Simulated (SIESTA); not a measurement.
HfO2:

```
Hf O
1.0
     5.11800    0.00000    0.00000
     0.00000    5.18570    0.00000
    -0.85866    0.00000    5.21387
Hf O
4 8
Direct
  0.27550 0.46030 0.70800
  0.72450 0.96030 0.79200
  0.72450 0.53970 0.29200
  0.27550 0.03970 0.20800
  0.07420 0.16840 0.84670
  0.92580 0.66840 0.65330
  0.92580 0.83160 0.15330
  0.07420 0.33160 0.34670
  0.44870 0.74190 0.98010
  0.55130 0.24190 0.51990
  0.55130 0.25810 0.01990
  0.44870 0.75810 0.48010
```

* Program: SIESTA 5.4.2
* Task: single point
* Functional: PBE
* Potentials or basis: PseudoDojo 0.4 standard (PBE files)
* Basis: DZP (energy shift 0.003 Ry; two zetas on semicore shells)
* Grid cutoff: 800 Ry
* Energy shift: 0.003 Ry
* k mesh: 5 × 5 × 5
* Occupations: fermi-dirac, width 0.05 eV
* Spin: no spin polarisation

On this cell: pressure 8.7 GPa; largest force 0.517 eV/Å; band gap on the k mesh 4.00 eV, indirect (least direct gap 4.07 eV).

The same run follows on a disturbed copy (atoms moved at random, drawn with an rms of 0.05 Å):

```
CELL_PARAMETERS angstrom
5.11800 0.00000 0.00000
0.00000 5.18570 0.00000
-0.85866 0.00000 5.21387
ATOMIC_POSITIONS crystal
Hf 0.27940 0.46677 0.70653
Hf 0.73145 0.96633 0.79314
Hf 0.72699 0.55204 0.29511
Hf 0.28744 0.03494 0.20426
O 0.06599 0.17392 0.84318
O 0.93025 0.66801 0.65019
O 0.93176 0.84517 0.15697
O 0.06237 0.32876 0.34450
O 0.45514 0.74250 0.98180
O 0.55185 0.23813 0.51922
O 0.54282 0.25417 0.01122
O 0.44212 0.77275 0.48353
```

Question: What changes?

Answer: The energy moves by +18.5 meV/atom; pressure 8.9 GPa; largest force 1.803 eV/Å; band gap on the k mesh 3.74 eV, indirect (least direct gap 3.82 eV).

Forces on the atoms (eV/Å):
```
Hf  -0.077 -1.165 -0.291
Hf  -0.355  0.207 -0.245
Hf   0.185 -1.232 -0.432
Hf  -0.864  1.556  0.288
O    0.320  0.174 -0.138
O   -0.209  0.336  0.482
O   -0.191 -0.542  0.151
O    0.410  0.206 -0.145
O   -0.279 -0.067  0.071
O    0.044  1.050 -0.408
O    0.629  0.712  0.465
O    0.383 -1.235  0.202
```

Stress tensor (GPa, compression positive):
```
 8.80  1.05  0.64
 1.05  8.63 -1.12
 0.64 -1.12  9.40
```

Caveats: short orbitals over semicore shells can move pressures by several GPa; spin-orbit coupling is left out, which moves the levels of the heavy elements; an odd mesh through Γ misses points on the zone boundary, where band edges often lie; the basis of atomic orbitals isn't converged, which shifts pressures, moduli and gaps.
